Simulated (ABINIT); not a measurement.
The system is MgO.

```
CELL_PARAMETERS angstrom
0.00000 2.09700 2.09700
2.09700 0.00000 2.09700
2.09700 2.09700 0.00000
ATOMIC_POSITIONS crystal
Mg 0.00000 0.00000 0.00000
O 0.50000 0.50000 0.50000
```

The cell is a database's computed one.

Base run:

- Program: ABINIT 10.8.3 (patched build)
- Functional: BLYP
- Potentials or basis: JTH PAW PBE v2.0
- Cutoff: 762 eV
- k mesh: 11 × 11 × 11
- Occupations: fermi-dirac, width 0.05 eV
- Spin: no spin polarisation

Its results: band gap on the k mesh 5.13 eV, direct; pressure 9.5 GPa.

Task: After a change of settings the same cell gave: band gap on the k mesh 4.95 eV, direct; pressure 10.1 GPa. Which change was it?
A. functional from BLYP to WC
B. functional from BLYP to LDA
C. functional from BLYP to r2SCAN
D. functional from BLYP to revPBE

Result: D.

Caveats: the PAW data sets were made with another functional, which shifts forces and pressure a little.

Runs at the PBE level aren't shown here.
